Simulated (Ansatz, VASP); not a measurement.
# Ta: VASP beside Ansatz

```
CELL_PARAMETERS angstrom
-1.66005 1.66005 1.66005
1.66005 -1.66005 1.66005
1.66005 1.66005 -1.66005
ATOMIC_POSITIONS crystal
Ta 0.00000 0.00000 0.00000
```

Alike in both runs: functional PBE; k mesh 18 × 18 × 18; occupations fermi-dirac, width 0.1 eV; no spin polarisation.

Ansatz relaxed the structure, and its values are those at the end. VASP's run is a single point on that final structure, the one shown.

|  | VASP | Ansatz |
| --- | --- | --- |
| version | VASP 6.6.1 | Ansatz 0.2.0 |
| potentials or method | VASP PAW PBE potentials, release 64 (Ta_pv) | PAW with Ansatz's default frozen-core files, scalar-relativistic |
| plane-wave cutoff (eV) | 520 | 420 |
| valence electrons in the cell | 11 | 13 |

Ansatz gave:

| Item | Value |
| --- | --- |
| pressure (GPa) | 0.0 |

Estimate VASP's values.

pressure (GPa): 0.1.

The two sets of potentials don't hold the same shells in valence.

Spin-orbit coupling is left out, which matters for the levels of Ta.
